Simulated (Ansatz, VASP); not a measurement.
BeTe in VASP and in Ansatz

```
CELL_PARAMETERS angstrom
0.00000 2.77000 2.77000
2.77000 0.00000 2.77000
2.77000 2.77000 0.00000
ATOMIC_POSITIONS crystal
Te 0.75000 0.75000 0.75000
Be 0.00000 0.00000 0.00000
```

Alike in both runs: task single point; functional PBE; k mesh 8 × 8 × 8; occupations gaussian, width 0.011 eV; no spin polarisation.

|  | VASP | Ansatz |
| --- | --- | --- |
| version | VASP 6.6.1 | Ansatz 0.2.0 |
| potentials or method | VASP PAW PBE potentials, release 64 (Te, Be) | Ansatz PAW |
| plane-wave cutoff (eV) | 520 | 420 |
| valence electrons in the cell | 8 | 18 |

Ansatz gave:

* gap on the k mesh at the Fermi level (eV): 1.86
* least direct gap on the mesh (eV): 3.59
* pressure (GPa): 4.3

Question: Estimate VASP's values.

Answer: gap on the k mesh at the Fermi level (eV): 1.85; least direct gap on the mesh (eV): 3.56; pressure (GPa): 4.5.

The two sets of potentials don't hold the same shells in valence.

Caveats: spin-orbit coupling is left out, which moves the levels of the heavy elements. A k mesh can miss the band edges.
